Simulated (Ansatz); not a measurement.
A run of Ansatz 0.2.0 is set up as follows.

The input input.yaml:

```yaml
crystal:
  lattice:
    - [2.7435, 1.5839604635, 4.8366666667]
    - [-2.7435, 1.5839604635, 4.8366666667]
    - [0.0, -3.167920927, 4.8366666667]
  atoms:
    - { symbol: In, position: [0.85731, 0.85731, 0.85731] }
    - { symbol: In, position: [0.64269, 0.64269, 0.64269] }
    - { symbol: In, position: [0.14269, 0.14269, 0.14269] }
    - { symbol: In, position: [0.35731, 0.35731, 0.35731] }
    - { symbol: O, position: [0.048, 0.75, 0.452] }
    - { symbol: O, position: [0.75, 0.452, 0.048] }
    - { symbol: O, position: [0.452, 0.048, 0.75] }
    - { symbol: O, position: [0.952, 0.25, 0.548] }
    - { symbol: O, position: [0.25, 0.548, 0.952] }
    - { symbol: O, position: [0.548, 0.952, 0.25] }
hamiltonian:
  xc: pbe
  pseudopotentials: { kind: paw }
kpoints:
  mp_grid: { grid: [10, 10, 10] }
scf:
  occupations: { method: fermi_dirac, width: 0.05 }
output:
  forces: true
  stress: true
  eigenvalues: true
  write_density: true
  write_potential: true
  elf: true
  volumetric_format: npy
```

Potentials or basis: Ansatz PAW.

Command:

```sh
$ ansatz run input.yaml --threads 4 --pin off --max-ram 11264MiB --backend cpu --events-out ev --progress --plain --runs-dir out
```

What does it give for the pressure?

8.4 GPa.

Estimate the band gap on the k mesh.

1.30 eV, indirect (least direct gap 1.34 eV).

Forces on the atoms (eV/Å):
```
In   0.000  0.000  0.020
In   0.000  0.000 -0.020
In   0.000  0.000 -0.020
In   0.000  0.000  0.020
O   -0.063 -0.109  0.000
O   -0.063  0.109  0.000
O    0.126  0.000  0.000
O    0.063  0.109  0.000
O    0.063 -0.109  0.000
O   -0.126  0.000  0.000
```

Caveat: the pressure holds a Pulay correction of +0.7 GPa for the finite cutoff; spin-orbit coupling is left out, which moves the levels of the heavy elements.

**What was measured.**

From “Fabrication and performance enhancement of an In2O3/BiVO4 heterojunction for N-butanol gas sensing applications”, 2024, pmc:11650617, for a powder of In2O3: band gap 3.08 eV (optical).

A measured gap of In2O3 is 3.08 eV (optical; powder; “Fabrication and performance enhancement of an In2O3/BiVO4 heterojunction for N-butanol gas sensing applications”, 2024, pmc:11650617); the calculated 1.30 eV misses it by -1.78 eV. So large a miss can be the level of theory's own, or it may mean another phase, state or a wrong row. Spin-orbit coupling on In is left out. The value is that of PBE on a finite k mesh, which can miss the band edges, without temperature or zero-point motion. Semilocal functionals fall short of measured gaps as a rule.
